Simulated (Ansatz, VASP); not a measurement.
One calculation of GaSb3, two programs

```
Sb Ga
1.0
     0.00000    3.73060    3.73060
     3.73060    0.00000    3.73060
     3.73060    3.73060    0.00000
Sb Ga
3 1
Direct
  0.50000 0.50000 0.50000
  0.75000 0.75000 0.75000
  0.25000 0.25000 0.25000
  0.00000 0.00000 0.00000
```

Alike in both runs: functional PBEsol; k mesh 4 × 4 × 4; occupations fermi-dirac, width 0.05 eV; no spin polarisation.

|  | VASP | Ansatz |
| --- | --- | --- |
| version | VASP 6.6.1 | Ansatz 0.2.0 |
| potentials or method | VASP PAW PBE potentials, release 64 (Sb, Ga_d), cutoff 520 eV | all-electron LAPW, scalar-relativistic |
| task | single point | band structure |

```tsv
	VASP	Ansatz	Ansatz less VASP
gap on the k mesh at the Fermi level (eV)	none	none	-
pressure (GPa)	-5.2	-5.2	+0.05
```

A gap of «none» marks a metal or a gap that the smearing closes. Ansatz ran all-electron here, so the differences hold the error of VASP's frozen core and of both bases.

Caveats: the k mesh is coarse (spacing up to 0.36 Å⁻¹), so the values aren't converged; the PAW data sets were made with another functional, which shifts forces and pressure a little (VASP); the k mesh is thin for a metal, which can move the energy by tens of meV per atom (Ansatz); spin-orbit coupling is left out, which moves the levels of the heavy elements (Ansatz). The runs have no spin-orbit coupling, so splittings on Sb are missing.
